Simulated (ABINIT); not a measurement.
CdS (Hawleyite):

```
CELL_PARAMETERS angstrom
0.00000 2.91650 2.91650
2.91650 0.00000 2.91650
2.91650 2.91650 0.00000
ATOMIC_POSITIONS crystal
Cd 0.00000 0.00000 0.00000
S 0.75000 0.75000 0.75000
```

Base run:

| Quantity | Value |
| --- | --- |
| Program | ABINIT 10.8.3 (patched build) |
| Functional | PBEsol |
| Potentials or basis | JTH PAW PBE v2.0 |
| Cutoff | 599 eV |
| k mesh | 10 × 10 × 10 |
| Occupations | fermi-dirac, width 0.05 eV |
| Spin | no spin polarisation |

Its results: band gap on the k mesh 0.98 eV, direct.

**Question.** The run is repeated on the same cell with these changes: functional from PBEsol to r2SCAN; cutoff from 599 eV to 653 eV; fine-grid cutoff from 1197.3 eV to 1251.72 eV. What comes out?

**Answer.** Band gap on the k mesh 1.56 eV, direct.

A k mesh can miss the band edges.

Not every run made on this cell is shown here.
